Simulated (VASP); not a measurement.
All values below come from PBE GGA, VASP's PBE PAW potentials (set 64) (plane waves; VASP).

A VASP calculation is set up with these files.

**KPOINTS**
```
k-points along high-symmetry lines
9
Line-mode
Reciprocal
  0.000000   0.000000   0.000000 ! GAMMA
  0.000000   0.500000   0.000000 ! Z

  0.000000   0.500000   0.000000 ! Z
  0.000000   0.500000   0.500000 ! D

  0.000000   0.500000   0.500000 ! D
  0.000000   0.000000   0.500000 ! B

  0.000000   0.000000   0.500000 ! B
  0.000000   0.000000   0.000000 ! GAMMA

  0.000000   0.000000   0.000000 ! GAMMA
 -0.500000   0.000000   0.500000 ! A

 -0.500000   0.000000   0.500000 ! A
 -0.500000   0.500000   0.500000 ! E

 -0.500000   0.500000   0.500000 ! E
  0.000000   0.500000   0.000000 ! Z

  0.000000   0.500000   0.000000 ! Z
 -0.500000   0.500000   0.000000 ! C_2

 -0.500000   0.500000   0.000000 ! C_2
 -0.500000   0.000000   0.000000 ! Y_2

 -0.500000   0.000000   0.000000 ! Y_2
  0.000000   0.000000   0.000000 ! GAMMA
```

### INCAR
```
LREAL = .FALSE.   ! projection in real space or not
GGA = PE
LORBIT = 11
ALGO = Normal   ! blocked Davidson
EDIFF = 1E-7   ! SCF stop (eV)
LWAVE = .FALSE.
ICHARG = 11
ENCUT = 520
LASPH = .TRUE.   ! aspherical one-centre terms
SIGMA = 0.05   ! width (eV)
PREC = Accurate
LCHARG = .FALSE.
LMAXMIX = 4
ISMEAR = 0   ! Gaussian
NELM = 100
SYSTEM = ZrO2
```

### POSCAR
```
ZrO2
5.1865560
  0.0000000000   0.9999948440   0.0031987980
  1.0128774750   0.0000000000   0.0000000000
  0.0000000000  -0.1688585362  -1.0201060643
Zr O
4 8
Cart
  0.9691041534   0.5903294807  -0.8040659470
  0.4626654159   0.1563775589  -0.7228943515
  0.0437733216   0.2408068270  -0.2128413193
  0.5502120591   0.6747587488  -0.2940129148
  0.6762664965   0.8211138366  -0.6652939025
  0.1698277589  -0.0744067970  -0.8616663959
  0.3366109786   0.0100224711  -0.3516133638
  0.8430497161   0.9055431047  -0.1552408704
  0.2456733820   0.4618402979  -0.5310732942
  0.7521121195   0.2848667418  -0.9958870043
  0.7672040930   0.3692960099  -0.4858339722
  0.2607653555   0.5462695660  -0.0210202620
```

POTCAR, in this order: Zr_sv O (PBE.64 set). Program: vasp_std. Read from the step before: CHGCAR.

Output of the run:

### OUTCAR
```
 ion  position               nearest neighbor table
   1  0.724  0.957  0.790-   5 2.06   6 2.08   9 2.17   8 2.17  10 2.18  11 2.27  12 2.29   3 3.36
                             4 3.45   4 3.45   2 3.48   2 3.48   3 3.52   3 3.59
   2  0.276  0.457  0.710-   6 2.06   5 2.08  10 2.17   7 2.17   9 2.18  12 2.27  11 2.29   4 3.36
                             3 3.45   3 3.45   1 3.48   1 3.48   4 3.52   4 3.59
   3  0.276  0.043  0.210-   7 2.06   8 2.08  11 2.17   6 2.17  12 2.18   9 2.27  10 2.29   1 3.36
                             2 3.45   2 3.45   4 3.48   4 3.48   1 3.52   1 3.59
   4  0.724  0.543  0.290-   8 2.06   7 2.08  12 2.17   5 2.17  11 2.18  10 2.27   9 2.29   2 3.36
                             1 3.45   1 3.45   3 3.48   3 3.48   2 3.52   2 3.59
   5  0.932  0.668  0.655-   1 2.06   2 2.08   4 2.17
   6  0.068  0.168  0.845-   2 2.06   1 2.08   3 2.17
   7  0.068  0.332  0.345-   3 2.06   4 2.08   2 2.17
   8  0.932  0.832  0.155-   4 2.06   3 2.08   1 2.17
   9  0.550  0.243  0.522-   1 2.17   2 2.18   3 2.27   4 2.29
  10  0.450  0.743  0.978-   2 2.17   1 2.18   4 2.27   3 2.29
  11  0.450  0.757  0.478-   3 2.17   4 2.18   1 2.27   2 2.29
  12  0.550  0.257  0.022-   4 2.17   3 2.18   2 2.27   1 2.29
  LATTYP: Found a simple monoclinic cell.
 ALAT       =     5.1865557933
 B/A-ratio  =     1.0128775154
 C/A-ratio  =     1.0339872692
 COS(beta)  =    -0.1664631641
 Subroutine PRICEL returns:
 Original cell was already a primitive cell.
 Subroutine GETGRP returns: Found  4 space group operations
...
```

**OSZICAR**
```
       N       E                     dE             d eps       ncg     rms          rms(c)
DAV:   1     0.936921146489E+03    0.93692E+03   -0.54297E+04 10260   0.172E+03
DAV:   2    -0.140765447854E+02   -0.95100E+03   -0.91275E+03 11642   0.475E+02
DAV:   3    -0.108309499121E+03   -0.94233E+02   -0.93154E+02 15221   0.123E+02
DAV:   4    -0.114577469616E+03   -0.62680E+01   -0.62596E+01 15888   0.272E+01
DAV:   5    -0.114849842806E+03   -0.27237E+00   -0.27232E+00 14366   0.512E+00
DAV:   6    -0.114855941674E+03   -0.60989E-02   -0.60983E-02 15368   0.805E-01
DAV:   7    -0.114856243023E+03   -0.30135E-03   -0.30134E-03 14448   0.147E-01
DAV:   8    -0.114856248761E+03   -0.57376E-05   -0.57374E-05 14208   0.236E-02
DAV:   9    -0.114856248981E+03   -0.21985E-06   -0.21985E-06 12856   0.412E-03
DAV:  10    -0.114856248986E+03   -0.55370E-08   -0.56320E-08  7856   0.791E-04
   1 F= -.11485625E+03 E0= -.11485625E+03  d E =-.666701E-22
```

**OUTCAR**
```
 val. band max:        5.6464169224   @ k =   0.0000   0.0000   0.0000

 cond. band min:       9.2456915157   @ k =  -0.5000   0.0000   0.0000



 k-point     1 :       0.0000    0.0000    0.0000
  band No.  band energies     occupation
      1     -41.9834      2.00000
      2     -41.9271      2.00000
      3     -41.9212      2.00000
      4     -41.9196      2.00000
      5     -20.5571      2.00000
      6     -20.5012      2.00000
      7     -20.4961      2.00000
      8     -20.2005      2.00000
      9     -20.1050      2.00000
     10     -20.0578      2.00000
     11     -20.0038      2.00000
     12     -19.9726      2.00000
     13     -19.9352      2.00000
     14     -19.9185      2.00000
     15     -19.8687      2.00000
     16     -19.7978      2.00000
     17     -11.8607      2.00000
     18     -10.9000      2.00000
     19     -10.7199      2.00000
     20     -10.6742      2.00000
     21     -10.1744      2.00000
     22     -10.1039      2.00000
     23      -9.9129      2.00000
     24      -9.8042      2.00000
     25       0.7532      2.00000
     26       0.7609      2.00000
     27       1.2172      2.00000
     28       1.3503      2.00000
     29       1.3504      2.00000
     30       1.7054      2.00000
     31       2.4462      2.00000
     32       2.6201      2.00000
     33       2.9003      2.00000
     34       3.0625      2.00000
     35       3.1566      2.00000
     36       3.2108      2.00000
     37       3.7913      2.00000
     38       3.8833      2.00000
     39       3.9098      2.00000
     40       3.9125      2.00000
     41       4.0895      2.00000
     42       4.5292      2.00000
     43       4.5532      2.00000
     44       4.8298      2.00000
     45       5.0488      2.00000
     46       5.1215      2.00000
     47       5.4488      2.00000
     48       5.6464      2.00000
     49       9.6325      0.00000
     50       9.9290      0.00000
     51      10.2347      0.00000
     52      10.5023      0.00000
...
```

The density is held fixed in this step, so its total energy and stress have no physical meaning.

The compound is ZrO2 in the monoclinic structure. It was relaxed first.
